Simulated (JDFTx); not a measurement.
HfC under changes of volume

One of the cells (12.568 Å³/atom); the others are scaled copies at fixed shape and fractional positions:

```xyz
2
Lattice="0.0000 2.3250 2.3250 2.3250 0.0000 2.3250 2.3250 2.3250 0.0000" Properties=species:S:1:pos:R:3 pbc="T T T"
Hf    2.3250    2.3250    2.3250
C     0.0000    0.0000    0.0000
```

| Quantity | Value |
| --- | --- |
| Program | JDFTx 1.7.0 (patched build) |
| Functional | PBEsol |
| Potentials or basis | PseudoDojo-SR-PBEsol-0.4.1-standard |
| Cutoff | 1116 eV |
| Density cutoff | 8925 eV |
| k mesh | 10 × 10 × 10 |
| Occupations | fermi-dirac, width 0.05 eV |
| Spin | no spin polarisation |

```tsv
volume (Å³/atom)	energy over the lowest point (meV/atom)	pressure (GPa)
11.814	12.38	9.6
12.065	1.83	3.8
12.317	0.00	-1.5
12.568	6.05	-6.2
12.819	19.20	-10.5
13.071	38.78	-14.4
13.322	?	?
```

Q: What does the run at 13.322 Å³/atom give?

A: Energy over the lowest point 64.13 meV/atom; pressure -17.9 GPa.

Worked out: A Birch-Murnaghan fit of order 3 (a polynomial in V^(-2/3)) to the other rows has its minimum at 12.25 Å³/atom with B0 = V·E''(V) = 252 GPa and B' = 4.1. It gives 64.05 meV/atom at 13.322 Å³/atom, against the run's 64.13, and -dE/dV = -17.8 GPa, against -17.9.

Energies are extrapolated to zero smearing.
